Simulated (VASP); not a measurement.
The system is Sc.

```xyz
1
Lattice="2.9619 0.0000 0.0000 0.0000 2.9619 0.0000 0.0000 0.0000 2.9619" Properties=species:S:1:pos:R:3 pbc="T T T"
Sc    0.0000    0.0000    0.0000
```

This isn't the form of Sc at room conditions, which is hcp.

Base run:

```yaml
Program: VASP 6.6.1
Functional: r2SCAN0
Potentials_or_basis: VASP PAW PBE potentials, release 64 (Sc_sv)
Cutoff: 520 eV
k_mesh: 6 × 6 × 6
Occupations: fermi-dirac, width 0.1 eV
Spin: no spin polarisation
```

Its results: band gap on the k mesh none (metal or under the smearing width); pressure 1.2 GPa.

Question: The run is repeated on the same cell with these changes: functional from r2SCAN0 to r2SCAN; further incar settings from ALGO = Normal; EDIFF = 1e-07; NBANDS = 12 to ALGO = Normal; EDIFF = 1e-06; NBANDS = 12. What comes out?

Answer: Band gap on the k mesh none (metal or under the smearing width); pressure -0.1 GPa.

Caveats: the PAW data sets were made with another functional, which shifts forces and pressure a little.
